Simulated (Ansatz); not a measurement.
MgSi:

```
CELL_PARAMETERS angstrom
1.50251 -5.42602 0.00000
1.50251 5.42602 0.00000
0.00000 0.00000 4.34018
ATOMIC_POSITIONS crystal
Si 0.57064 0.42936 0.75000
Si 0.42936 0.57064 0.25000
Mg 0.16838 0.83162 0.25000
Mg 0.83162 0.16838 0.75000
```

The cell comes from a database or a generator and needn't be the stable form of this composition.

* Program: Ansatz 0.2.0
* Task: single point
* Functional: PBEsol
* Potentials or basis: Ansatz PAW
* Cutoff: 420 eV (not typed: the program's choice for these potentials)
* k mesh: 9 × 9 × 6
* Occupations: fermi-dirac, width 0.05 eV
* Spin: no spin polarisation

On this cell: pressure -1.4 GPa; largest force 0.167 eV/Å; band gap on the k mesh none (metal or under the smearing width).

The same run follows on a disturbed copy (atoms moved at random, drawn with an rms of 0.05 Å):

```
Si Mg
1.0
     1.50251   -5.42602    0.00000
     1.50251    5.42602    0.00000
     0.00000    0.00000    4.34018
Si Mg
2 2
Direct
  0.55785 0.41962 0.74593
  0.44416 0.58904 0.24505
  0.17247 0.83235 0.25736
  0.81333 0.15666 0.75889
```

**Question.** What does the disturbed cell give?

**Answer.** The energy (extrapolated to zero smearing) moves by +7.7 meV/atom; pressure -1.4 GPa; largest force 0.363 eV/Å; band gap on the k mesh none (metal or under the smearing width).

Forces in eV/Å, atoms in the order of the input:
```
Si   0.115  0.198  0.117
Si  -0.197 -0.259  0.162
Mg  -0.087  0.298 -0.113
Mg   0.169 -0.236 -0.166
```

Stress tensor (GPa, compression positive):
```
-1.98  0.16 -0.08
 0.16 -1.17 -0.05
-0.08 -0.05 -0.91
```

Caveats: the PAW data sets come from PBE, with cores solved anew for the run's functional, which leaves a small shift of forces and pressure.
